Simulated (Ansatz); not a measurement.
Crystal: ZnS.

```
CELL_PARAMETERS angstrom
0.00000 2.70200 2.70200
2.70200 0.00000 2.70200
2.70200 2.70200 0.00000
ATOMIC_POSITIONS crystal
Zn 0.75000 0.75000 0.75000
S 0.00000 0.00000 0.00000
```

| Quantity | Value |
| --- | --- |
| Program | Ansatz 0.2.0 |
| Task | relaxation of cell and atoms |
| Functional | revPBE |
| Dispersion | D4 |
| Potentials or basis | Ansatz PAW |
| Cutoff | 420 eV (not typed: the program's choice for these potentials) |
| k mesh | 9 × 9 × 9 |
| Occupations | fermi-dirac, width 0.05 eV |
| Spin | no spin polarisation |

At the start: volume 19.73 Å³/atom.

Q: Where does the relaxation end?

A: It ends after 4 steps and the volume is 19.21 Å³/atom (-2.6 %); space group F-43m (No. 216, to 0.05 Å).

Step by step:
| step | energy change (eV) | largest force (eV/Å) | volume (Å³) |
| --- | --- | --- | --- |
| 1 | 0.0000 | 0.0000 | 39.45 |
| 2 | -0.0052 | 0.0000 | 38.88 |
| 3 | -0.0067 | 0.0000 | 38.42 |
| 4 | -0.0061 | 0.0000 | 38.42 |

Final structure:
```yaml
crystal:
  lattice:
    - [0.00000, 2.67808, 2.67808]
    - [2.67808, 0.00000, 2.67808]
    - [2.67808, 2.67808, 0.00000]
  atoms:
    - { symbol: Zn, position: [0.75000, 0.75000, 0.75000] }
    - { symbol: S, position: [0.00000, 0.00000, 0.00000] }
```

Caveat: the plane-wave basis is chosen anew once the cell has moved, so the energies of steps on either side of that aren't comparable; the PAW data sets come from PBE, with cores solved anew for the run's functional, which leaves a small shift of forces and pressure.
